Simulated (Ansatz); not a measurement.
Crystal: CuO (Tenorite).

```
Cu O
1.0
     2.34185   -1.71130    0.00000
     2.34185    1.71130    0.00000
    -0.85003    0.00000    5.05787
Cu O
2 2
Direct
  0.50000 0.00000 0.50000
  0.00000 0.50000 0.00000
  0.41840 0.58160 0.75000
  0.58160 0.41840 0.25000
```

Program: Ansatz 0.2.0. Alike in all runs: task single point; potentials or basis Ansatz PAW; no spin polarisation; cell as given; k mesh 6 × 6 × 3; cutoff (eV) 420; smearing fermi-dirac 0.05 eV; the mesh is coarse, so values aren't converged.

Task: Order these runs on this cell by their pressure, lowest first.
A. level HSE06 form with a typed share of exact exchange; share of exact exchange 0.35
B. level HSE06; share of exact exchange 0.25
C. level HSE06 form with a typed share of exact exchange; share of exact exchange 0
D. level HSE06 form with a typed share of exact exchange; share of exact exchange 0.1
E. level HSE06 form with a typed share of exact exchange; share of exact exchange 0.5

Result: E (-5.1 GPa), A (-2.0 GPa), B (0.1 GPa), D (3.4 GPa), C (5.8 GPa).

Caveats: all runs use coarse meshes; the run has no spin polarisation, though such a crystal can be magnetic; the PAW data sets come from PBE, with cores solved anew for the run's functional, which leaves a small shift of forces and pressure (some runs); the thresholds are loose for stress (some runs); the PAW data sets were made with another functional, which shifts forces and pressure a little (some runs).
